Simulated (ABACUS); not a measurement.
## Ru: relaxation of cell and atoms with PBE

Ru:

```xyz
2
Lattice="2.7058 0.0000 0.0000 -1.3529 2.3433 0.0000 0.0000 0.0000 4.2819" Properties=species:S:1:pos:R:3 pbc="T T T"
Ru    1.3529    0.7811    3.2114
Ru    0.0000    1.5622    1.0705
```

```
Program                                       : ABACUS 3.10.1
Task                                          : relaxation of cell and atoms
Functional                                    : PBE
Potentials or basis                           : SPMS ONCV 1.0 PBE
Cutoff                                        : 1361 eV
Density cutoff                                : 5442 eV
Basis                                         : DZP LCAO (the cutoffs set its grid)
k mesh                                        : 10 × 10 × 6
Occupations                                   : fermi-dirac, width 0.05 eV
Spin                                          : no spin polarisation
Orbital files                                 : Ru Ru_confined-atom_7au_3s2p2d1f.orb
Max steps of the relaxation                   : 60
Force threshold                               : 0.02 eV/Å
Optimiser                                     : cg
Stress threshold                              : 0.2 kbar
Radial cutoff of the potentials (pseudo_rcut) : 10 bohr
SCF threshold on the density                  : 1e-07
Max SCF steps                                 : 100
Eigensolver                                   : genelpa
Mixing                                        : broyden
Mixing share                                  : 0.7
Symmetry key                                  : 1
```

```yaml
Relaxed_volume: 13.84 Å³/atom
Relaxed_cell: a = 2.732 Å, b = 2.732 Å, c = 4.282 Å, α = 90.00°, β = 90.00°, γ = 120.00°
Space_group_after_relaxing_to_0.05_Å: P6_3/mmc (No. 194)
Energy_gained_by_relaxing: 6.0 meV/atom
Ionic_steps: 9
Pressure_after_relaxing: 0.0 GPa
```

The path:
```
step  energy change (eV)  largest force (eV/Å)  pressure (GPa)  volume (Å³)
   1              0.0000                0.0000            6.09        27.15
   2              0.0722                0.0000          -15.41        29.30
   3             -0.0112                0.0000           -0.51        27.71
   4             -0.0112                0.0000           -0.51        27.71
   5             -0.0114                0.0000            0.17        27.66
   6             -0.0119                0.0000           -0.15        27.68
   7             -0.0119                0.0000            0.31        27.64
   8             -0.0119                0.0000           -0.02        27.67
   9             -0.0119                0.0000           -0.02        27.67
```

Final structure:
```
Ru
1.0
     2.73180    0.00000    0.00000
    -1.36590    2.36581    0.00000
     0.00000    0.00000    4.28157
Ru
2
Direct
  0.66667 0.33333 0.75000
  0.33333 0.66667 0.25000
```

Run time: 58 s on 4 MPI ranks on Intel(R) Xeon(R) Platinum 8259CL CPU @ 2.50GHz (Skylake/Cascade Lake) (shared host), peak memory 0.44 GiB a rank.

Caveat: the atomic orbitals were generated for these runs and aren't a published set; the basis of atomic orbitals isn't converged, which shifts pressures, moduli and gaps. PBE usually gives volumes a little too large and moduli too small.
